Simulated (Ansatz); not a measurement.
GaP:

```xyz
2
Lattice="0.0000 2.7252 2.7252 2.7252 0.0000 2.7252 2.7252 2.7252 0.0000" Properties=species:S:1:pos:R:3 pbc="T T T"
Ga    0.0000    0.0000    0.0000
P     4.0879    4.0879    4.0879
```

- Program: Ansatz 0.2.0
- Task: relaxation of cell and atoms
- Functional: HF
- Potentials or basis: Ansatz PAW
- Cutoff: 420 eV (not typed: the program's choice for these potentials)
- k mesh: 4 × 4 × 4
- Occupations: fermi-dirac, width 0.05 eV
- Spin: no spin polarisation

At the start: volume 20.24 Å³/atom.

Task: How do energy, volume and symmetry change on relaxing?

Result: It ends after 5 steps and the volume is 21.42 Å³/atom (+5.8 %); space group F-43m (No. 216, to 0.05 Å).

The path:
```
step  energy change (eV)  largest force (eV/Å)  volume (Å³)
   1              0.0000                0.0000        40.48
   2             -0.0381                0.0000        42.51
   3             -0.0384                0.0000        42.81
   4             -0.0384                0.0000        42.84
   5             -0.0415                0.0000        42.84
```

Final structure:
```xyz
2
Lattice="0.0000 2.7772 2.7772 2.7772 0.0000 2.7772 2.7772 2.7772 0.0000" Properties=species:S:1:pos:R:3 pbc="T T T"
Ga    0.0000    0.0000    0.0000
P     4.1658    4.1658    4.1658
```

Caveat: the k mesh is coarse (spacing up to 0.50 Å⁻¹), so the values aren't converged, least of all with exact exchange; the plane-wave basis is chosen anew once the cell has moved, so the energies of steps on either side of that aren't comparable; the PAW data sets come from PBE, with cores solved anew for the run's functional, which leaves a small shift of forces and pressure.
